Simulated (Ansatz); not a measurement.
# SnSe (Fm-3m) in Ansatz: further runs

The runs below take SnSe through band structure, with PBEsol.

All numbers are computed with Ansatz 0.2.0; they aren't measurements. Logs are shortened: lines on timing, memory, paths and dates and some standing lists are left out, and cuts for length are marked.

**1. The crystal as given**

The structure is cubic, space group Fm-3m (No. 225). Conventional cell: a = 6.020 Å, b = 6.020 Å, c = 6.020 Å, α = 90.00°, β = 90.00°, γ = 90.00°. Sn (site symmetry m-3m) is surrounded by 6 Se at 3.01 Å. Se (site symmetry m-3m) is surrounded by 6 Sn at 3.01 Å.

Measurements of this composition are mostly on another form, of space group No. 62.

**2. Band structure, PBEsol**

File input.yaml:

```yaml
crystal:
  lattice:
    - [0.0, 3.01, 3.01]
    - [3.01, 0.0, 3.01]
    - [3.01, 3.01, 0.0]
  atoms:
    - { symbol: Sn, position: [0.0, 0.0, 0.0] }
    - { symbol: Se, position: [0.5, 0.5, 0.5] }
kpoints:
  mp_grid: { grid: [6, 6, 6] }
  band_path:
    path:
      - [0.0, 0.0, 0.0]
      - [0.5, 0.0, 0.5]
      - [0.5, 0.25, 0.75]
      - [0.375, 0.375, 0.75]
      - [0.0, 0.0, 0.0]
      - [0.5, 0.5, 0.5]
      - [0.625, 0.25, 0.625]
      - [0.5, 0.25, 0.75]
    npoints: 6
scf:
  occupations: { method: fermi_dirac, width: 0.05 }
hamiltonian:
  xc: pbesol
  pseudopotentials: { kind: all_electron, lapw: { basis_error: 0.001 } }
output:
  forces: true
  stress: true
  eigenvalues: true
```

Potentials or basis: all-electron LAPW, scalar-relativistic.

Command:

```
ansatz run input.yaml --threads 1 --pin off --max-ram 3072MiB --backend cpu --events-out ev --progress --plain --runs-dir out
```

The log of the run:

```text
Warning: RAYON_NUM_THREADS=1 ignored (pool sized by the plan → 1); use --threads N
LAPW: plane waves up to 7.063 Å⁻¹, error target 1.0e-3 eV per atom; small_component_spin mean_spin; Se in spheres of 1.433 Å, 24 of its electrons in bands, Dirac shells []; Sn in spheres of 1.577 Å, 22 of its electrons in bands, Dirac shells [] (how accurate: hamiltonian.pseudopotentials.lapw.basis_error, Limitations)
Engine: ansatz 0.2.0, x86_64-unknown-linux-gnu
Pseudopotentials: kind: all_electron
Pseudopotential: Sn, LAPW, valence charge 22, lapw/all_electron/scalar/gaussian/Sn, Koelling and Harmon's equation, gaussian nucleus
Pseudopotential: Se, LAPW, valence charge 24, lapw/all_electron/scalar/gaussian/Se, Koelling and Harmon's equation, gaussian nucleus
Functional definition: PBEsol
  exchange = pbesol_x
  correlation = pbesol_c
Crystal: 2 atoms, lattice volume = 54.542 Å³
Basis set: ecut = 190.05200387782668 eV, 331 PW (Γ), exchange–correlation at level 2
Bands: 28, of which v1, the nominal top of the filled ones, is band 23 counted from 1 (22 counted from 0)
Symmetry: 48 space group operations
Space group: Fm-3m (ITA 225), of the structure as read, at distance tolerance 3.8e-5 Å
k-points: 16 of 216
Non-local potential: Sn, projectors of the file, none
Non-local potential: Se, projectors of the file, none
Initial density: superposition of atomic densities (chi_scale 0.1, normalization cell, long waves kept (reshape's long-wave potential 0.00 eV rms))
Initial wavefunctions: plane waves of lowest kinetic energy (no species holds an atomic orbital)
Functional: x = pbesol(κ = 0.804, μ = 0.12345679012345678), c = pbesol(β = 0.046)
iter 1 solved again at ethr=1.04e-3 eV; its pass at ethr=1.00e-1 eV (dr2=4.77e-1 eV) is discarded
SCF iter   1: F=—  HF=-234096.883285 eV  |F-HF|=—  |Δ(HF+E_count)|=         —  Δρ=1.97e-2  dr2=4.77e-1  ethr=1.04e-3  ⟨swp⟩=2.2  Hψ=2823  notcnv=0
preconditioner: auto → none  [insulator: Δε(μ)=0.492 eV  Ē_g=18.050 eV  σ=0.050 eV  W_gap=0.99  n_scr=14 (ndim 8)  ℏωp=22.5 eV  f_vac=0.041  D(μ)=0.01/eV (n_scr^D=0)  ε∞_Penn≈2.6]
iter 2 solved again at ethr=3.21e-5 eV; its pass at ethr=1.04e-3 eV (dr2=1.48e-2 eV) is discarded
SCF iter   2: F=—  HF=-234096.741373 eV  |F-HF|=—  |Δ(HF+E_count)|=   1.42e-1  Δρ=5.12e-3  dr2=1.48e-2  ethr=3.21e-5  ⟨swp⟩=2.0  Hψ=2332  notcnv=0
SCF iter   3: F=—  HF=-234096.720637 eV  |F-HF|=—  |Δ(HF+E_count)|=   2.07e-2  Δρ=2.96e-3  dr2=6.57e-3  ethr=3.21e-5  ⟨swp⟩=2.2  Hψ=1395  notcnv=0
SCF iter   4: F=—  HF=-234096.720530 eV  |F-HF|=—  |Δ(HF+E_count)|=   1.08e-4  Δρ=7.24e-4  dr2=3.02e-4  ethr=1.43e-5  ⟨swp⟩=2.0  Hψ=1329  notcnv=0
SCF iter   5: F=—  HF=-234096.720508 eV  |F-HF|=—  |Δ(HF+E_count)|=   2.15e-5  Δρ=1.00e-4  dr2=5.60e-6  ethr=6.57e-7  ⟨swp⟩=2.0  Hψ=1329  notcnv=0
SCF iter   6: F=—  HF=-234096.720510 eV  |F-HF|=—  |Δ(HF+E_count)|=   2.06e-6  Δρ=1.16e-5  dr2=5.57e-8  ethr=1.22e-8  ⟨swp⟩=2.1  Hψ=1330  notcnv=0
SCF iter   7: F=-234096.720510 eV  HF=-234096.720510 eV  |F-HF|=0.00e0  |Δ(HF+E_count)|=   3.40e-7  Δρ=3.61e-6  dr2=8.60e-9  ethr=1.21e-10  ⟨swp⟩=2.8  Hψ=1366  notcnv=0
SCF 1 converged in 7 iterations: F = -234096.720510 eV  dr2 = 8.60e-9
NSCF: frozen V_eff on 43 k-points
SCF converged after 7 iterations
Free energy (F): -234096.720510 eV
Harris-Foulkes:  -234096.720510 eV  (|F-HF|=0.00e0)
Internal energy: -234096.720466 eV  (E = F + TS)
E sigma→0 (E₀):  -234096.720488 eV
Entropy (-TS):   -0.000044 eV (-0.022 meV/atom)
Fermi energy:    10.888600 eV
--- Per-component energies (eV) ---
  E_band       = -2327.847491
  E_kinetic    = 244330.567975
  E_xc         = -6771.341075
  E_electrostatic = -471655.947366  (all electrons and nuclei)
  E_smearing   = -0.000044  (= −TS)
  E_closure    = 0.000000  (closes the sum)
  E_atoms      = -234087.764721  (free atoms, spherical and without spin; not in F)
  Σ components = -234096.720510   (vs F -234096.720510, Δ=0.00e0)
  Basis errors (estimates in eV, not in F): energy 3.6e-4 per atom: plane waves 3.2e-4 (1.8e-4 summed), levels above the bands 1.0e-50, relativity 1.3e-8, radial functions 4.5e-5, core shells 8.6e-10; eigenvalues (radial functions only) 4.4e-6; not estimated: angular momenta, meshes, grids; target (lapw.basis_error) 1.0e-3; muffin-tin radii Se 1.433 Å, Sn 1.577 Å
--- Forces (eV/Å), atoms counted from 1 ---
  atom   1  Sn    -0.00000000     0.00000000     0.00000000
  atom   2  Se     0.00000000    -0.00000000    -0.00000000
  max |Σ_I F_I| component: 4.44e-31 eV/Å
--- Stress (GPa, compression-positive) ---
       -2.258671       0.000000       0.000000
        0.000000      -2.258671       0.000000
        0.000000       0.000000      -2.258671
  P = ⅓ Tr σ = -2.2587 GPa (-22.587 kbar)
--- Band table (eV; the first three rows and the last of 16) ---
  k-point 0: bands = ["-196.9940", "-136.6582", "-136.6582", "-136.6582", "-118.7179", "-74.5520", "-74.5520", "-74.5520", "-37.0896", "-37.0896", "-37.0879", "-37.0879", "-37.0879", "-10.8612", "-10.8612", "-10.8610", "-10.8610", "-10.8610", "-3.2406", "5.5382", "8.4605", "8.4605", "8.4605", "14.9400", "14.9400", "14.9400", "16.4616", "16.4616"]
  k-point 1: bands = ["-196.9940", "-136.6582", "-136.6582", "-136.6582", "-118.7179", "-74.5520", "-74.5520", "-74.5520", "-37.0896", "-37.0896", "-37.0879", "-37.0879", "-37.0879", "-10.8632", "-10.8632", "-10.8604", "-10.8577", "-10.8577", "-3.0498", "4.6224", "8.4959", "8.4959", "9.1574", "13.6043", "13.8206", "13.8206", "16.4408", "17.0928"]
  k-point 2: bands = ["-196.9940", "-136.6582", "-136.6582", "-136.6582", "-118.7179", "-74.5520", "-74.5520", "-74.5520", "-37.0896", "-37.0896", "-37.0879", "-37.0879", "-37.0879", "-10.8673", "-10.8673", "-10.8591", "-10.8512", "-10.8512", "-2.5935", "3.2264", "8.6126", "8.6126", "10.0458", "12.0297", "12.4356", "12.4356", "17.3011", "18.7323"]
  k-point 15: bands = ["-196.9940", "-136.6582", "-136.6582", "-136.6582", "-118.7179", "-74.5520", "-74.5520", "-74.5520", "-37.0896", "-37.0895", "-37.0879", "-37.0878", "-37.0878", "-10.8839", "-10.8617", "-10.8581", "-10.8494", "-10.8431", "-2.0072", "3.8856", "5.5096", "6.4023", "8.8811", "13.2529", "14.5826", "15.9844", "16.7201", "19.4251"]
```

bands.tsv:

```text
# k_distance	band_0	band_1	band_2	band_3	band_4	band_5	band_6	band_7	band_8	band_9	band_10	band_11	band_12	band_13	band_14	band_15	band_16	band_17	band_18	band_19	band_20	band_21	band_22	band_23	band_24	band_25	band_26	band_27
# fermi_ev = 10.888600
[... 53 lines left out ...]
4.892158	-207.882567	-147.546796	-147.546796	-147.546796	-129.606483	-85.440637	-85.440635	-85.440625	-47.978195	-47.978124	-47.976491	-47.976467	-47.976383	-21.769795	-21.748726	-21.745691	-21.742570	-21.731765	-12.891482	-7.177827	-5.075859	-4.811525	-1.143355	1.311530	4.275423	4.635821	6.572134	7.289665
4.953660	-207.882567	-147.546796	-147.546796	-147.546796	-129.606483	-85.440636	-85.440636	-85.440626	-47.978196	-47.978124	-47.976481	-47.976481	-47.976382	-21.769697	-21.748796	-21.744186	-21.744186	-21.731678	-12.888596	-7.169864	-4.968602	-4.968602	-1.049497	1.215605	4.466716	4.466716	6.930620	6.930620
```

It took 5.8 s on 1 thread of Intel Xeon Platinum 8488C (Sapphire Rapids), shared host; peak memory 0.3 GiB.

Results:

| Item | Value |
| --- | --- |
| Free energy | -234096.7205 eV |
| Pressure | -2.3 GPa |
| Band gap along the path | 0.29 eV, direct |

Levels at the corners of the path, in eV from the valence-band top:
| point | band 19 | band 20 | band 21 | band 22 | band 23 | band 24 | band 25 | band 26 | band 27 | band 28 |
| --- | --- | --- | --- | --- | --- | --- | --- | --- | --- | --- |
| Γ | -13.86 | -5.08 | -2.16 | -2.16 | -2.16 | 4.32 | 4.32 | 4.32 | 5.84 | 5.84 |
| X | -12.65 | -6.00 | -5.47 | -3.62 | -3.62 | 2.96 | 5.35 | 5.35 | 5.95 | 10.51 |
| W | -12.62 | -6.90 | -4.70 | -4.70 | -0.78 | 1.48 | 4.74 | 4.74 | 7.20 | 7.20 |
| K | -12.65 | -7.00 | -5.06 | -3.14 | -2.47 | 3.22 | 3.62 | 5.24 | 5.32 | 9.82 |
| Γ | -13.86 | -5.08 | -2.16 | -2.16 | -2.16 | 4.32 | 4.32 | 4.32 | 5.84 | 5.84 |
| L | -12.93 | -8.04 | -1.92 | -1.92 | -0.05 | 0.59 | 1.25 | 1.25 | 8.15 | 10.08 |
| U | -12.65 | -7.00 | -5.06 | -3.14 | -2.47 | 3.22 | 3.62 | 5.24 | 5.32 | 9.82 |
| W | -12.62 | -6.90 | -4.70 | -4.70 | -0.78 | 1.48 | 4.74 | 4.74 | 7.20 | 7.20 |

Caveat: spin-orbit coupling is left out, which moves the levels of the heavy elements.

(Part 1 of 2 ends here.)
